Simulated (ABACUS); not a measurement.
Here is an ABACUS 3.10.1 calculation.

Contents of run_abacus.py:

```python
"""ABACUS run from a structure file: ASE reads it, the script writes STRU, KPT and INPUT."""
import re
import subprocess
import spglib
from ase import Atoms
from ase.io import read
from ase.units import Bohr

atoms = read("PbS.cif")
cell, frac, numbers = spglib.standardize_cell((atoms.cell[:], atoms.get_scaled_positions(), atoms.numbers), to_primitive=True, symprec=1e-4)
atoms = Atoms(numbers=numbers, cell=cell, scaled_positions=frac, pbc=True)  # the primitive cell
atoms = atoms[(-atoms.numbers).argsort(kind="stable")]  # ABACUS lists atoms element by element
pseudo = {'Pb': 'Pb_ONCV_PBE-1.2.upf', 'S': 'S_ONCV_PBE-1.2.upf'}
orbital = {}
magmoms = None
kmesh = [6, 6, 6]
params = {
    'suffix': 'PbS',
    'calculation': 'scf',
    'basis_type': 'pw',
    'pseudo_dir': './',
    'symmetry': 1,
    'dft_functional': 'GGA_XC_HLE16',
    'ecutwfc': 63,
    'pseudo_rcut': 10,
    'nspin': 1,
    'nbands': 20,
    'ks_solver': 'dav',
    'smearing_method': 'fd',
    'smearing_sigma': 0.00367493,
    'scf_thr': 1e-08,
    'scf_nmax': 100,
    'mixing_type': 'broyden',
    'mixing_beta': 0.7,
    'cal_force': 1,
    'cal_stress': 1,
    'out_chg': 1,
    'out_pot': 2,
    'out_elf': 1,
}

symbols = atoms.get_chemical_symbols()
elements = list(dict.fromkeys(symbols))
lines = ["ATOMIC_SPECIES"] + [f"{e} {atoms.get_masses()[symbols.index(e)]:.4f} {pseudo[e]}" for e in elements]
if orbital:
    lines += ["", "NUMERICAL_ORBITAL"] + [orbital[e] for e in elements]
lines += ["", "LATTICE_CONSTANT", f"{1 / Bohr:.10f}", "", "LATTICE_VECTORS"]
lines += [" ".join(f"{x:.10f}" for x in v) for v in atoms.cell]
lines += ["", "ATOMIC_POSITIONS", "Direct"]
for e in elements:
    lines += ["", e, "0.0", str(symbols.count(e))]
    for i, p in enumerate(atoms.get_scaled_positions(wrap=False)):
        if symbols[i] == e:
            mag = "" if magmoms is None else " mag " + " ".join(str(x) for x in (magmoms[i] if isinstance(magmoms[i], list) else [magmoms[i]]))
            lines.append(" ".join(f"{x:.10f}" for x in p) + " 1 1 1" + mag)
open("STRU", "w").write("\n".join(lines) + "\n")
open("KPT", "w").write("K_POINTS\n0\nGamma\n%d %d %d 0 0 0\n" % tuple(kmesh))
open("INPUT", "w").write("INPUT_PARAMETERS\n" + "".join(f"{k:<20s}{v}\n" for k, v in params.items()))

done = subprocess.run(['mpirun', '-np', '4', 'abacus'])
if done.returncode:
    raise SystemExit(done.returncode)
log = open("OUT.PbS/running_scf.log").read()
print("final energy (eV):", re.findall(r"FINAL_ETOT_IS (\S+)", log))
```

File PbS.cif:

```cif
data_PbS
_cell_length_a 5.93150000
_cell_length_b 5.93150000
_cell_length_c 5.93150000
_cell_angle_alpha 90.00000000
_cell_angle_beta 90.00000000
_cell_angle_gamma 90.00000000
_space_group_name_H-M_alt 'Fm-3m'
_space_group_name_Hall '-F 4 2 3'
_space_group_IT_number 225
loop_
_space_group_symop_operation_xyz
'x,y,z'
'-x,-y,-z'
'-y,x,z'
'y,-x,-z'
'-x,-y,z'
'x,y,-z'
'y,-x,z'
'-y,x,-z'
'x,-y,-z'
'-x,y,z'
'-y,-x,-z'
'y,x,z'
'-x,y,-z'
'x,-y,z'
'y,x,-z'
'-y,-x,z'
'z,x,y'
'-z,-x,-y'
'z,-y,x'
'-z,y,-x'
'z,-x,-y'
'-z,x,y'
'z,y,-x'
'-z,-y,x'
'-z,x,-y'
'z,-x,y'
'-z,-y,-x'
'z,y,x'
'-z,-x,y'
'z,x,-y'
'-z,y,x'
'z,-y,-x'
'y,z,x'
'-y,-z,-x'
'x,z,-y'
'-x,-z,y'
'-y,z,-x'
'y,-z,x'
'-x,z,y'
'x,-z,-y'
'-y,-z,x'
'y,z,-x'
'-x,-z,-y'
'x,z,y'
'y,-z,-x'
'-y,z,x'
'x,-z,y'
'-x,z,-y'
'x,y+1/2,z+1/2'
'-x,-y+1/2,-z+1/2'
'-y,x+1/2,z+1/2'
'y,-x+1/2,-z+1/2'
'-x,-y+1/2,z+1/2'
'x,y+1/2,-z+1/2'
'y,-x+1/2,z+1/2'
'-y,x+1/2,-z+1/2'
'x,-y+1/2,-z+1/2'
'-x,y+1/2,z+1/2'
'-y,-x+1/2,-z+1/2'
'y,x+1/2,z+1/2'
'-x,y+1/2,-z+1/2'
[... 41 lines left out ...]
'y+1/2,-x,z+1/2'
'-y+1/2,x,-z+1/2'
'x+1/2,-y,-z+1/2'
'-x+1/2,y,z+1/2'
'-y+1/2,-x,-z+1/2'
'y+1/2,x,z+1/2'
'-x+1/2,y,-z+1/2'
'x+1/2,-y,z+1/2'
'y+1/2,x,-z+1/2'
'-y+1/2,-x,z+1/2'
'z+1/2,x,y+1/2'
'-z+1/2,-x,-y+1/2'
'z+1/2,-y,x+1/2'
'-z+1/2,y,-x+1/2'
'z+1/2,-x,-y+1/2'
'-z+1/2,x,y+1/2'
'z+1/2,y,-x+1/2'
'-z+1/2,-y,x+1/2'
'-z+1/2,x,-y+1/2'
'z+1/2,-x,y+1/2'
'-z+1/2,-y,-x+1/2'
'z+1/2,y,x+1/2'
'-z+1/2,-x,y+1/2'
'z+1/2,x,-y+1/2'
'-z+1/2,y,x+1/2'
'z+1/2,-y,-x+1/2'
'y+1/2,z,x+1/2'
'-y+1/2,-z,-x+1/2'
'x+1/2,z,-y+1/2'
'-x+1/2,-z,y+1/2'
'-y+1/2,z,-x+1/2'
'y+1/2,-z,x+1/2'
'-x+1/2,z,y+1/2'
'x+1/2,-z,-y+1/2'
'-y+1/2,-z,x+1/2'
'y+1/2,z,-x+1/2'
'-x+1/2,-z,-y+1/2'
'x+1/2,z,y+1/2'
'y+1/2,-z,-x+1/2'
'-y+1/2,z,x+1/2'
'x+1/2,-z,y+1/2'
'-x+1/2,z,-y+1/2'
'x+1/2,y+1/2,z'
'-x+1/2,-y+1/2,-z'
'-y+1/2,x+1/2,z'
'y+1/2,-x+1/2,-z'
'-x+1/2,-y+1/2,z'
'x+1/2,y+1/2,-z'
'y+1/2,-x+1/2,z'
'-y+1/2,x+1/2,-z'
'x+1/2,-y+1/2,-z'
'-x+1/2,y+1/2,z'
'-y+1/2,-x+1/2,-z'
'y+1/2,x+1/2,z'
'-x+1/2,y+1/2,-z'
'x+1/2,-y+1/2,z'
'y+1/2,x+1/2,-z'
'-y+1/2,-x+1/2,z'
'z+1/2,x+1/2,y'
'-z+1/2,-x+1/2,-y'
'z+1/2,-y+1/2,x'
'-z+1/2,y+1/2,-x'
'z+1/2,-x+1/2,-y'
'-z+1/2,x+1/2,y'
'z+1/2,y+1/2,-x'
'-z+1/2,-y+1/2,x'
'-z+1/2,x+1/2,-y'
'z+1/2,-x+1/2,y'
'-z+1/2,-y+1/2,-x'
'z+1/2,y+1/2,x'
'-z+1/2,-x+1/2,y'
'z+1/2,x+1/2,-y'
'-z+1/2,y+1/2,x'
'z+1/2,-y+1/2,-x'
'y+1/2,z+1/2,x'
'-y+1/2,-z+1/2,-x'
'x+1/2,z+1/2,-y'
'-x+1/2,-z+1/2,y'
'-y+1/2,z+1/2,-x'
'y+1/2,-z+1/2,x'
'-x+1/2,z+1/2,y'
'x+1/2,-z+1/2,-y'
'-y+1/2,-z+1/2,x'
'y+1/2,z+1/2,-x'
'-x+1/2,-z+1/2,-y'
'x+1/2,z+1/2,y'
'y+1/2,-z+1/2,-x'
'-y+1/2,z+1/2,x'
'x+1/2,-z+1/2,y'
'-x+1/2,z+1/2,-y'
loop_
_atom_site_label
_atom_site_type_symbol
_atom_site_symmetry_multiplicity
_atom_site_Wyckoff_symbol
_atom_site_fract_x
_atom_site_fract_y
_atom_site_fract_z
_atom_site_occupancy
Pb1 Pb 4 a 0.0000000000 0.0000000000 0.0000000000 1
S1 S 4 b 0.5000000000 0.0000000000 0.0000000000 1
```

Potentials or basis: SG15 ONCV 1.2 PBE, plane waves.

Run with:

```sh
$ OMP_NUM_THREADS=1 python run_abacus.py > log
```

Task: Predict the band gap on the k mesh.

Result: 1.49 eV, direct.

Task: Predict the pressure.

Result: -4.2 GPa.

Caveat: the potentials were made for a functional far from this one; the potentials were made for another functional, which shifts forces and pressure; spin-orbit coupling is left out, which as a rule narrows the gap of such compounds by several tenths of an eV. A k mesh can miss the band edges.
